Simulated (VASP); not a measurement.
The system is HfC.

```xyz
2
Lattice="0.0000 2.3250 2.3250 2.3250 0.0000 2.3250 2.3250 2.3250 0.0000" Properties=species:S:1:pos:R:3 pbc="T T T"
Hf    2.3250    2.3250    2.3250
C     0.0000    0.0000    0.0000
```

| Quantity | Value |
| --- | --- |
| Program | VASP 6.6.1 |
| Task | relaxation of cell and atoms |
| Functional | AM05 |
| Potentials or basis | VASP PAW PBE potentials, release 64 (Hf_pv, C) |
| Cutoff | 600 eV |
| k mesh | 10 × 10 × 10 |
| Occupations | fermi-dirac, width 0.05 eV |
| Spin | no spin polarisation |

At the start: pressure -8.0 GPa; volume 12.57 Å³/atom.

Task: Where does the relaxation end?

Result: Over 3 steps the energy falls by 10.6 meV/atom and the volume is 12.16 Å³/atom (-3.2 %); space group Fm-3m (No. 225, to 0.05 Å).

The path:
| step | energy change (eV) | largest force (eV/Å) | pressure (GPa) | volume (Å³) |
| --- | --- | --- | --- | --- |
| 1 | 0.0000 | 0.0000 | -7.96 | 25.14 |
| 2 | 0.0471 | 0.0000 | 16.72 | 22.93 |
| 3 | -0.0211 | 0.0000 | -0.14 | 24.32 |

Final structure:
```xyz
2
Lattice="0.0000 2.2997 2.2997 2.2997 0.0000 2.2997 2.2997 2.2997 0.0000" Properties=species:S:1:pos:R:3 pbc="T T T"
Hf    2.2997    2.2997    2.2997
C     0.0000    0.0000    0.0000
```

Caveat: the PAW data sets were made with another functional, which shifts forces and pressure a little.
